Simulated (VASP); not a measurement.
# Os (Fm-3m) in VASP: a series of runs, part 2 of 2

VASP 6.6.1. The steps go on from the part before.

## (3) Single point, PBE

This run uses another cell than the first one, of 15.77 Å³/atom, 1.110 times its volume.

Input file INCAR:

```
SYSTEM = Os
PREC = Accurate
ENCUT = 520
EDIFF = 1E-6
ISMEAR = 0
SIGMA = 0.1
LREAL = .False.
LASPH = .True.
NELM = 80
ALGO = Normal
ISIF = 2
LWAVE = .False.
LCHARG = .False.
GGA = PE
NBANDS = 10
```

Input file KPOINTS:

```
regular mesh
0
Gamma
  9 9 8
  0 0 0
```

Input file POSCAR:

```
Os
1.0
    2.7065340061      0.0000000000      0.0000000000
   -1.3532670031      2.3439272055      0.0000000000
    0.0000000000      0.0000000000      2.4854960619
Os
1
Direct
    0.0000000000      0.0000000000      0.0000000000
```

Potentials or basis: VASP PAW PBE potentials, release 64 (Os).

The run is started by

```
cat potpaw_PBE.64/Os/POTCAR > POTCAR
mpirun -np 1 vasp_std > vasp.out
```

Wall time 6.2 s (1 thread of Intel Xeon Platinum 8488C (Sapphire Rapids), shared host); peak memory 0.12 GiB.

It converged, with:

| Property | Result |
| --- | --- |
| Free energy | -10.1493 eV |
| Pressure | -0.2 GPa |
| Band gap on the k mesh | none (metal or under the smearing width) |

Stress tensor (GPa, compression positive):
```
-0.32  0.00  0.00
 0.00 -0.32  0.00
 0.00  0.00  0.04
```

Levels at points of the mesh, in eV from the Fermi level:
```
           k point  band 2  band 3  band 4  band 5  band 6  band 7
(0.00, 0.00, 0.00)   -6.10   -2.49   -2.49    2.65    2.65   14.30
(0.00, 0.00, 0.50)   -1.64   -1.64   -1.06   -0.97   -0.97    8.39
```

Spin-orbit coupling is left out, which matters for the levels of Os.

## (4) Relaxation of cell and atoms, PBE

This run uses another cell than the first one, of 14.36 Å³/atom, 1.011 times its volume.

Input file INCAR:

```
SYSTEM = Os
ALGO = Normal ; EDIFF = 1E-6
EDIFFG = -0.04 ; ENCUT = 600
GGA = PE ; IBRION = 2
ISIF = 3 ; ISMEAR = 0
LASPH = .TRUE. ; LCHARG = .FALSE.
LREAL = .FALSE. ; LWAVE = .FALSE.
NELM = 60 ; NSW = 90
PREC = Accurate ; SIGMA = 0.1
```

Input file KPOINTS:

```
k-points
0
G
  9 9 8
  0 0 0
```

Input file POSCAR:

```
Os
1.0
    2.6082868248      0.0000000000      0.0000000000
   -1.3041434124      2.2588426506      0.0000000000
    0.0000000000      0.0000000000      2.4371180019
Os
1
Direct
    0.0000000000      0.0000000000      0.0000000000
```

Potentials or basis: VASP PAW PBE potentials, release 64 (Os).

The run is started by

```
cat potpaw_PBE.64/Os/POTCAR > POTCAR
mpirun -np 1 vasp_std > vasp.out
```

OUTCAR:

```text
SYSTEM = Os
   EDIFF = 1E-6
   EDIFFG = -0.04
   ENCUT = 600
   GGA = PE
   IBRION = 2
   ISIF = 3
   ISMEAR = 0
   LASPH = .TRUE.
   LREAL = .FALSE.
   NELM = 60
   NSW = 90
   PREC = Accurate

 ion  position               nearest neighbor table
   1  0.000  0.000  0.000-

  LATTYP: Found a hexagonal cell.
 ALAT       =     2.6082868248
 C/A-ratio  =     0.9343750000

  Lattice vectors:

 A1 = (   2.6082868248,   0.0000000000,   0.0000000000)
 A2 = (  -1.3041434124,   2.2588426506,   0.0000000000)
 A3 = (   0.0000000000,   0.0000000000,   2.4371180019)

Analysis of symmetry for initial positions (statically):
=====================================================================
 Subroutine PRICEL returns:
 Original cell was already a primitive cell.

 Routine SETGRP: Setting up the symmetry group for a
 hexagonal supercell.

 Subroutine GETGRP returns: Found 24 space group operations
 (whereof 24 operations were pure point group operations)
 out of a pool of 24 trial point group operations.

The static configuration has the point symmetry D_6h.

Analysis of symmetry for dynamics (positions and initial velocities):
[... 164 lines left out ...]
  FORCE on cell =-STRESS in cart. coord.  units (eV):
  Direction    XX          YY          ZZ          XY          YZ          ZX
  --------------------------------------------------------------------------------------
  -------------------------------------------------------------------------------------
  Total        3.3532341      3.3532341      3.0329457     -0.0000000     -0.0000000      0.0000000
  in kB      374.1593250    374.1593250    338.4210184     -0.0000000     -0.0000000      0.0000000
  external PRESSURE =     362.2465561 kB  Pullay stress =       0.0000000 kB
[... 22 lines left out ...]
--------------------------------------- Ionic step        2  -------------------------------------------

 number of electron       8.0000000 magnetization

 E-fermi :   3.7416     XC(G=0): -11.4187

 val. band max:        3.7268802737   @ k =   0.2222   0.0000   0.5000
 cond. band min:       3.7689336413   @ k =   0.3333   0.1111   0.0000
 fundamental gap:      0.0420533676
 Fermi energy:         3.7415810469

 k-point     1 :       0.0000    0.0000    0.0000
  band No.  band energies     occupation
      1      -3.3822      2.00000
      2      -0.0510      2.00000
      3       2.2922      2.00000
      4       2.2922      2.00000
      5       5.1794      0.00000
      6       5.1794      0.00000
      7      17.6028      0.00000
      8      17.7622      0.00000
[... 392 lines left out ...]
--------------------------------------- Ionic step        6  -------------------------------------------

 number of electron       8.0000001 magnetization

 Free energy of the ion-electron system (eV)
  ---------------------------------------------------
  ext. energy  EPLUGINS =         0.00000000
  ---------------------------------------------------
  free energy    TOTEN  =       -10.14908663 eV

  energy without entropy =      -10.14180770  energy(sigma->0) =      -10.14544717

 E-fermi :   7.7392     XC(G=0): -13.2714

 val. band max:        7.7312396533   @ k =   0.2222   0.0000   0.5000
 cond. band min:       7.7592031158   @ k =   0.3333   0.1111   0.0000
 fundamental gap:      0.0279634624
 Fermi energy:         7.7391836834

 k-point     1 :       0.0000    0.0000    0.0000
  band No.  band energies     occupation
      1      -2.0301      2.00000
      2       1.6495      2.00000
      3       5.2558      2.00000
      4       5.2558      2.00000
      5      10.4000      0.00000
      6      10.4000      0.00000
      7      22.0627      0.00000
      8      24.1122      0.00000
[... 281 lines left out ...]
  FREE ENERGIE OF THE ION-ELECTRON SYSTEM (eV)
  ---------------------------------------------------
  free  energy   TOTEN  =       -10.1490866327 eV

  energy  without entropy=      -10.1418076978  energy(sigma->0) =      -10.14544717

 reached required accuracy - stopping structural energy minimisation
```

CONTCAR:

```text
Os
   1.00000000000000
     2.7037321232106097    0.0000000000000000    0.0000000000000000
    -1.3518660616053049    2.3415007036917213    0.0000000000000000
     0.0000000000000000   -0.0000000000000000    2.4882646058169007
  Os
     1
Direct
     1.0000000000000000    1.0000000000000000    0.0000000000000000

  0.00000000E+00  0.00000000E+00  0.00000000E+00
```

Wall time 22 s (1 thread of Intel Xeon Platinum 8488C (Sapphire Rapids), shared host); peak memory 0.15 GiB.

What came out:

* Free energy: -10.1491 eV
* Relaxed volume: 15.75 Å³/atom
* Relaxed cell: a = 2.704 Å, b = 2.704 Å, c = 2.488 Å, α = 90.00°, β = 90.00°, γ = 120.00°
* Space group after relaxing (to 0.05 Å): P6/mmm (No. 191)
* Energy gained by relaxing: 146.1 meV/atom
* Ionic steps: 6
* Pressure after relaxing: 0.1 GPa
* Band gap on the k mesh: none (metal or under the smearing width)

Stress tensor (GPa, compression positive):
```
 0.25  0.00  0.00
 0.00  0.25  0.00
 0.00  0.00 -0.12
```

Step by step:
| step | energy change (eV) | largest force (eV/Å) | pressure (GPa) | volume (Å³) |
| --- | --- | --- | --- | --- |
| 1 | 0.0000 | 0.0000 | 36.22 | 14.36 |
| 2 | 1.1679 | 0.0000 | -45.84 | 22.22 |
| 3 | -0.1410 | 0.0000 | -4.64 | 15.99 |
| 4 | -0.1445 | 0.0000 | -0.70 | 15.79 |
| 5 | -0.1445 | 0.0000 | -0.06 | 15.75 |
| 6 | -0.1461 | 0.0000 | 0.13 | 15.75 |

Final structure:
```
Os
1.0
     2.70373    0.00000    0.00000
    -1.35187    2.34150    0.00000
     0.00000    0.00000    2.48826
Os
1
Cartesian
  1.3519 2.3415 0.0000
```

The run has no spin-orbit coupling, so splittings on Os are missing.

## (5) Summary

```tsv
task	cell	k mesh	cutoff (eV)	gap on the mesh (eV)	pressure (GPa)
single point	Fm-3m, 14.2 Å³/atom	8 × 8 × 8	520	none	3.6
single point	P6/mmm, 15.77 Å³/atom	9 × 9 × 8	520	none	-0.2
relaxation of cell and atoms	relaxed	9 × 9 × 8	600	none	0.1
```

Alike in all rows: level PBE; potentials or basis VASP PAW PBE potentials, release 64 (Os); no spin polarisation; smearing gaussian 0.1 eV.

Absolute energies hang on the potentials; compare differences alone.
